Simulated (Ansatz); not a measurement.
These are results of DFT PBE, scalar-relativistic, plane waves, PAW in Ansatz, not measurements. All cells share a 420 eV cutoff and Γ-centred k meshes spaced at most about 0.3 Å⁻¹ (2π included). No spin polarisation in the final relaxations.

These are static total energies at zero pressure.

Two relaxed structures of Ga₄AsP₃:

A.

```xyz
8
Lattice="5.5638 0.0000 0.0000 0.0000 5.5638 0.0000 0.0000 0.0000 5.5638" Properties=species:S:1:pos:R:3 pbc="T T T"
Ga    4.1979    4.1979    1.3659
Ga    4.1979    1.3659    4.1979
Ga    1.3659    4.1979    4.1979
Ga    1.3659    1.3659    1.3659
P     2.7819    0.0000    0.0000
P     0.0000    2.7819    0.0000
P     0.0000    0.0000    2.7819
As    2.7819    2.7819    2.7819
```

B.

```xyz
8
Lattice="3.9347 0.0000 0.0000 0.0000 3.9347 0.0000 0.0000 0.0000 11.1296" Properties=species:S:1:pos:R:3 pbc="T T T"
Ga    1.9673    0.0000    9.6601
Ga    0.0000    1.9673    6.9289
Ga    1.9673    0.0000    4.2007
Ga    0.0000    1.9673    1.4695
P     0.0000    0.0000    5.5648
P     1.9673    1.9673    2.8342
P     1.9673    1.9673    8.2954
As    0.0000    0.0000    0.0000
```

Task: Which arrangement of the elements on these sites is preferred, and by what margin?

Result: They are level within the accuracy (under 1 meV/atom apart). The two share one framework of sites and differ in which element sits where. A has P and As ordered on zinc blende sites, space group P-43m (No. 215), 21.5 Å³/atom and a gap of 1.16 eV on its mesh; B has P and As ordered on zinc blende sites, space group P-4m2 (No. 115), 21.5 Å³/atom and a gap of 1.16 eV. Counting As or P atoms around Ga (for each partner element, those within 1.25 times its shortest distance or 1.15 times the sum of covalent radii, where it is the nearest in units of that sum or under 1.3), A and B both have Ga 4. In A, around Ga lie 3 P at 2.40 Å and 1 As at 2.45 Å; around P lie 4 Ga at 2.40 Å; As has 4 Ga at 2.45 Å. In B, Ga on its first site is surrounded by 2 P at 2.39 Å and 2 As at 2.46 Å; P on a site of symmetry -4m2 is surrounded by 4 Ga at 2.39 Å; As has 4 Ga at 2.46 Å; 2 more sites not described. Both come from invented guesses.

Kohn–Sham gaps at this level usually fall short of measured ones. With atoms moved at random, P-4m2 came back. Other cells relaxed within their symmetry can be saddle points.
